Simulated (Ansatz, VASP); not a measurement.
# Cross-check of SnO2 between VASP and Ansatz, part 2 of 2

Wanted: the spread between two codes on one cell, functional and k mesh. The cell is taken from a series of runs on this material, whose earlier steps may have relaxed, scaled, displaced or heated it; both programs get it as it stands.

VASP 6.6.1 and Ansatz 0.2.0.

So far: The structure; Ansatz: single point, HSE06.

### 3. VASP: single point, HSE06

Level of this step: HSE06; plane waves and PAW (Sn_d, O) (VASP).

The same cell, functional and mesh now go to VASP, with its own data sets.

Lines of VASP's logs that name or quote its potential files are left out, and so is its time.

The run reads the wave functions of an earlier VASP run, which isn't shown here.

Input file INCAR:

```
SYSTEM = SnO2
PREC = Accurate
ENCUT = 520
EDIFF = 1E-06
NELM = 100
ISMEAR = 0
SIGMA = 0.01
LREAL = .FALSE.
ALGO = Normal
LHFCALC = .TRUE.
AEXX = 0.25
GGA = PE
HFSCREEN = 0.208
LASPH = .TRUE.
NBANDS = 64
PRECFOCK = Fast
LORBIT = 11
LWAVE = .FALSE.
LCHARG = .FALSE.
KPAR = 8
NCORE = 2
ISIF = 2
```

Input file POSCAR:

```
SnO2
1.0
   -3.1839190600      3.3461806000      3.3457405800
    3.1839190600     -3.3461806000      3.3457405800
    3.1839190600      3.3461806000     -3.3457405800
Sn O
4 8
Direct
    0.0000000000      0.2500000000      0.7500000000
    0.0000000000      0.7500000000      0.2500000000
    0.5000000000      0.5000000000      0.5000000000
    0.5000000000      0.0000000000      0.0000000000
    0.1939308218      0.1939308218      0.5000000000
    0.6939334631      0.7500000000      0.9439334631
    0.1939308218      0.6939308218      0.0000000000
    0.3060665369      0.7500000000      0.5560665369
    0.6939334631      0.2500000000      0.4439334631
    0.3060665369      0.2500000000      0.0560665369
    0.8060691782      0.3060691782      0.0000000000
    0.8060691782      0.8060691782      0.5000000000
```

Input file KPOINTS:

```
Automatic mesh
0
Gamma
4 4 4
0 0 0
```

The projector-augmented-wave data sets are Sn_d and O (PBE family, release 64).

Started as:

```sh
$ mpirun -np 16 vasp_std
```

Numbers of over 12 decimals in the logs are rounded to 6 here.

What it wrote:

```text
[banner, memory and clock lines left out]
running   16 mpi-ranks, on    1 nodes
 distrk:  each k-point on    2 cores,    8 groups
 distr:  one band on    2 cores,    1 groups

 POSCAR found type information on POSCAR SnO
 POSCAR found :  2 types and      12 ions
 LDA part: xc-table for (Slater+PW92), standard interpolation
 found WAVECAR, reading the header
 POSCAR, INCAR and KPOINTS ok, starting setup
 FFT: planning ... GRIDC
 FFT: planning ... GRID_SOFT
 FFT: planning ... GRID
 reading WAVECAR
 the WAVECAR file was read successfully
 initial charge from wavefunction
 entering main loop
       N       E                     dE             d eps       ncg     rms          rms(c)
DAV:   1    -0.946859476770E+02   -0.94686E+02   -0.21773E+00  2832   0.964E+00    0.196E+00
DAV:   2    -0.947331632595E+02   -0.47216E-01   -0.21972E-01  2944   0.258E+00    0.171E+00
DAV:   3    -0.947259306001E+02    0.72327E-02   -0.16361E-02  3704   0.995E-01    0.115E+00
DAV:   4    -0.947246128956E+02    0.13177E-02   -0.40559E-03  3336   0.366E-01    0.698E-01
DAV:   5    -0.947240576820E+02    0.55521E-03   -0.45293E-04  2704   0.155E-01    0.410E-01
DAV:   6    -0.947238686977E+02    0.18898E-03   -0.14799E-04  2728   0.758E-02    0.241E-01
DAV:   7    -0.947238140881E+02    0.54610E-04   -0.33574E-05  3384   0.436E-02    0.145E-01
DAV:   8    -0.947237981331E+02    0.15955E-04   -0.11058E-05  3152   0.283E-02    0.875E-02
DAV:   9    -0.947237945619E+02    0.35712E-05   -0.50394E-06  2608   0.166E-02    0.528E-02
DAV:  10    -0.947237941273E+02    0.43459E-06   -0.17521E-06  1808   0.960E-03
   1 F= -.94723794E+02 E0= -.94723794E+02  d E =-.615423E-24
```

OUTCAR, selected parts (step 3):

```text
ion  position               nearest neighbor table
   1  0.000  0.250  0.750-   9 2.05  10 2.05   5 2.05   7 2.05  11 2.05  12 2.05   2 3.18   2 3.18
                             3 3.71   4 3.71   4 3.71   3 3.71   3 3.71   4 3.71   4 3.71   3 3.71
   2  0.000  0.750  0.250-   6 2.05   8 2.05   7 2.05   5 2.05  11 2.05  12 2.05   1 3.18   1 3.18
                             4 3.71   3 3.71   3 3.71   4 3.71   4 3.71   4 3.71   3 3.71   3 3.71
   3  0.500  0.500  0.500-   5 2.05  12 2.05   8 2.05   9 2.05  10 2.05   6 2.05   4 3.18   4 3.18
                             1 3.71   2 3.71   1 3.71   2 3.71   1 3.71   2 3.71   1 3.71   2 3.71
   4  0.500  0.000  0.000-   7 2.05  11 2.05   8 2.05   9 2.05  10 2.05   6 2.05   3 3.18   3 3.18
                             2 3.71   1 3.71   2 3.71   1 3.71   1 3.71   1 3.71   2 3.71   2 3.71
   5  0.194  0.194  0.500-   3 2.05   2 2.05   1 2.05
   6  0.694  0.750  0.944-   2 2.05   3 2.05   4 2.05
   7  0.194  0.694  0.000-   4 2.05   2 2.05   1 2.05
   8  0.306  0.750  0.556-   2 2.05   3 2.05   4 2.05
   9  0.694  0.250  0.444-   1 2.05   3 2.05   4 2.05
  10  0.306  0.250  0.056-   1 2.05   3 2.05   4 2.05
  11  0.806  0.306  0.000-   4 2.05   2 2.05   1 2.05
  12  0.806  0.806  0.500-   3 2.05   2 2.05   1 2.05

  LATTYP: Found a body centered orthorhombic cell.
 ALAT       =     6.3678381200
 B/A-ratio  =     1.0508246337
 C/A-ratio  =     1.0509628345

 Subroutine GETGRP returns: Found  8 space group operations
 (whereof  4 operations were pure point group operations)

The static configuration has the point symmetry C_2h.
 The point group associated with its full space group is D_2h.

 Found     18 irreducible k-points:

   k-points           NKPTS =     18   k-points in BZ     NKDIM =     64   number of bands    NBANDS=     64

   dimension x,y,z NGX =    42 NGY =   42 NGZ =   42
   dimension x,y,z NGXF=    84 NGYF=   84 NGZF=   84

   ENCUT  =  520.0 eV  38.22 Ry    6.18 a.u.  10.60 10.60 10.60*2*pi/ulx,y,z

   NELECT =     104.0000    total number of electrons

 k-points in reciprocal lattice and weights: Automatic mesh
   0.00000000  0.00000000  0.00000000       0.016
   0.25000000  0.00000000 -0.00000000       0.062
   0.50000000  0.00000000 -0.00000000       0.031
   0.00000000  0.25000000  0.00000000       0.062
   0.25000000  0.25000000  0.00000000       0.125
   0.50000000  0.25000000  0.00000000       0.125
  -0.25000000  0.25000000  0.00000000       0.062
   0.00000000  0.50000000  0.00000000       0.031
   0.25000000  0.50000000  0.00000000       0.125
[...]
-0.25000000 -0.25000000  0.25000000       0.031
   0.50000000  0.50000000  0.50000000       0.016

  exchange ACFDT corr.  =         0.00000000  see jH, gK, PRB 81, 115126

 average (electrostatic) potential at core
       1 -93.2991       2 -93.2991       3 -93.2985       4 -93.2985       5 -61.5936
       6 -61.5923       7 -61.5936       8 -61.5923       9 -61.5923      10 -61.5923
      11 -61.5936      12 -61.5936

 E-fermi :   4.9064

 k-point     1 :       0.0000    0.0000    0.0000
  band No.  band energies     occupation
    ...
     48       3.9235      2.00000
     49       3.9251      2.00000
     50       4.1136      2.00000
     51       4.1143      2.00000
     52       4.8382      2.00000
     53       7.8871      0.00000
     54      11.7097      0.00000
     55      11.7105      0.00000
     56      13.0726      0.00000
     57      13.0734      0.00000
    ...

 k-point     2 :       0.2500    0.0000   -0.0000
  band No.  band energies     occupation
    ...
     48       3.8528      2.00000
     49       3.9301      2.00000
     50       3.9304      2.00000
     51       4.1531      2.00000
     52       4.5496      2.00000
     53       9.1595      0.00000
     54      12.3834      0.00000
     55      12.3842      0.00000
     56      12.5683      0.00000
     57      13.3497      0.00000
    ...

 k-point     3 :       0.5000    0.0000   -0.0000
  band No.  band energies     occupation
    ...
     48       3.8584      2.00000
     49       4.2423      2.00000
     50       4.2423      2.00000
     51       4.3344      2.00000
     52       4.3345      2.00000
     53      11.2162      0.00000
     54      11.2170      0.00000
     55      13.5288      0.00000
     56      13.5294      0.00000
     57      13.8810      0.00000
    ...

  Total        2.9024669      2.7103180      2.7608664      0.0000000      0.0000000      0.0000000
  in kB       32.6147615     30.4556012     31.0236092      0.0000000      0.0000000      0.0000000
  external PRESSURE =      31.3646573 kB  Pullay stress =       0.0000000 kB

  energy-cutoff  :      520.00
  volume of cell :      142.58
      direct lattice vectors                 reciprocal lattice vectors
    -3.183919060  3.346180600  3.345740580     0.000000000  0.149424093  0.149443744
     3.183919060 -3.346180600  3.345740580     0.157039168  0.000000000  0.149443744
     3.183919060  3.346180600 -3.345740580     0.157039168  0.149424093  0.000000000

 POSITION                                       TOTAL-FORCE (eV/Angst)
 -----------------------------------------------------------------------------------
      3.18392      1.67309     -1.67287        -0.000000      0.000000     -0.000000
      3.18392     -1.67309      1.67287        -0.000000      0.000000     -0.000000
      1.59196      1.67309      1.67287        -0.000000      0.000000     -0.000000
     -1.59196      1.67309      1.67287        -0.000000      0.000000     -0.000000
      1.59196      1.67309     -0.37519         0.000000      0.000000      0.043508
      3.18392      2.97096      1.67287         0.000000      0.043717     -0.000000
      1.59196     -1.67309      2.97055         0.000000      0.000000      0.043508
      3.18392      0.37522      1.67287        -0.000000     -0.043717     -0.000000
      0.00000      2.97096      1.67287         0.000000      0.043717     -0.000000
     -0.00000      0.37522      1.67287        -0.000000     -0.043717     -0.000000
     -1.59196      1.67309      3.72093        -0.000000      0.000000     -0.043508
      1.59196      1.67309      3.72093        -0.000000      0.000000     -0.043508
 -----------------------------------------------------------------------------------
    total drift:                                0.000011     -0.000013     -0.000000

  FREE ENERGIE OF THE ION-ELECTRON SYSTEM (eV)
  ---------------------------------------------------
  free  energy   TOTEN  =       -94.7237941273 eV

  energy  without entropy=      -94.7237941273  energy(sigma->0) =      -94.72379413

 total charge
# of ion       s       p       d       tot
------------------------------------------
    1        0.853   1.112  10.407  12.372
    2        0.853   1.112  10.407  12.372
    3        0.853   1.112  10.407  12.372
    4        0.853   1.112  10.407  12.372
    5        1.562   3.555   0.000   5.116
    6        1.562   3.555   0.000   5.116
    7        1.562   3.555   0.000   5.116
    8        1.562   3.555   0.000   5.116
    9        1.562   3.555   0.000   5.116
   10        1.562   3.555   0.000   5.116
   11        1.562   3.555   0.000   5.116
   12        1.562   3.555   0.000   5.116
--------------------------------------------------
tot         15.904  32.886  41.628  90.418

[... 3 further parts left out ...]
```

The run ends at a pressure of 3.14 GPa, with forces up to 0.044 eV/Å.

### 4. Comparison

Known differences besides the potentials themselves: exact exchange at q = 0 is treated differently, which shows on coarse meshes; VASP keeps PBE cores, Ansatz makes them for the functional; fixed occupations in Ansatz, narrow Gaussian smearing in VASP; the cutoff is 420 eV in Ansatz and 520 eV in VASP; VASP takes a coarser grid for exact exchange (PRECFOCK = Fast). Total energies have different zeros and are not compared.

Compared:

```
              quantity  Ansatz   VASP  difference
gap on the k mesh (eV)   3.057  3.049      +0.009
```

A gap on the mesh is an upper bound, since the band edges may lie between its points.

### 5. Summary of results

```yaml
difference_in_gap_on_the_k_mesh_single_point_hse06: 0.0085 eV
```

The difference in gap on the k mesh is 0.0085 eV (single point, HSE06), within the 0.08 eV picked in this series as the mark of a large difference. How closely two codes agree says nothing of how well the functional describes the real material.

[Lines on the potential files, build, host, timing and source positions are cut from VASP's logs without a mark.]

[Logs are printed without paths, hosts, clocks, repeated set-up lines and the standing remarks that a program may print on its own settings, such as how far it seeks lower states.]

[Hosts, paths, dates, database ids (printed as entryN), source tags and the programs' standing remarks are cut or masked in the printed files.]
